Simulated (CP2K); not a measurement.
The system is Pb.

```xyz
1
Lattice="3.4760 0.0000 0.0000 1.7584 3.0524 0.0000 1.7725 1.0201 2.8395" Properties=species:S:1:pos:R:3 pbc="T T T"
Pb    0.0000    0.0000    0.0000
```

Program: CP2K 2026.2. Alike in all runs: task single point; potentials or basis POTENTIAL_UZH Pb GTH-PBE-q4; TZVP-MOLOPT-PBE-GTH basis; no spin polarisation; cell as given; k mesh 9 × 9 × 9; smearing fermi-dirac 0.05 eV.

Order these runs on this cell by their pressure, lowest first.
A. level WC
B. level M06-L
C. level optB88-vdW; cutoff of the non-local correlation (Ry) 300
D. level vdW-DF2; cutoff of the non-local correlation (Ry) 300

B (-2.7 GPa), A (3.1 GPa), C (5.8 GPa), D (8.9 GPa).

Caveats: the potentials were made for another functional, which shifts forces and pressure; the basis of atomic orbitals isn't converged, which shifts pressures, moduli and gaps.

Runs at the PBE level aren't shown here.
